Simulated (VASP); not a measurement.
A run of VASP 6.6.1:

File INCAR:

```
SYSTEM = H2Pb
  PREC = Accurate
  ENCUT = 600
  EDIFF = 1E-6
  ISMEAR = -1
  SIGMA = 0.05
  LREAL = .False.
  LASPH = .True.
  NELM = 100
  ALGO = Normal
  ISIF = 3
  LWAVE = .False.
  LCHARG = .False.
  GGA = PE
  IBRION = 2
  NSW = 100
  EDIFFG = -0.005
```

The input KPOINTS:

```
Automatic mesh
0
Gamma
  11 11 6
  0 0 0
```

The input POSCAR:

```
H2Pb
1.0
    3.3283026522      0.0000000000      0.0000000000
   -1.6641513261      2.8823946483      0.0000000000
    0.0000000000      0.0000000000      5.3252842436
Pb H
1 2
Direct
    0.0000000000      0.0000000000      0.0000000000
    0.3333333333      0.6666666667      0.2500000000
    0.6666666667      0.3333333333      0.7500000000
```

Potentials or basis: VASP PAW PBE potentials, release 64 (Pb_d, H).

Launch:

```console
$ cat potpaw_PBE.64/Pb_d/POTCAR potpaw_PBE.64/H/POTCAR > POTCAR
$ mpirun -np 1 vasp_std > vasp.out
```

Hardware: 1 thread of Intel(R) Xeon(R) Platinum 8488C (Sapphire Rapids), with other jobs on the host.

Problem. Estimate the wall time of this run.

Solution. It took 6.6 min on 1 thread of Intel(R) Xeon(R) Platinum 8488C (Sapphire Rapids) (shared host), peak memory 0.24 GiB. Counts: scf iterations 151, k points 84, ion steps 19.
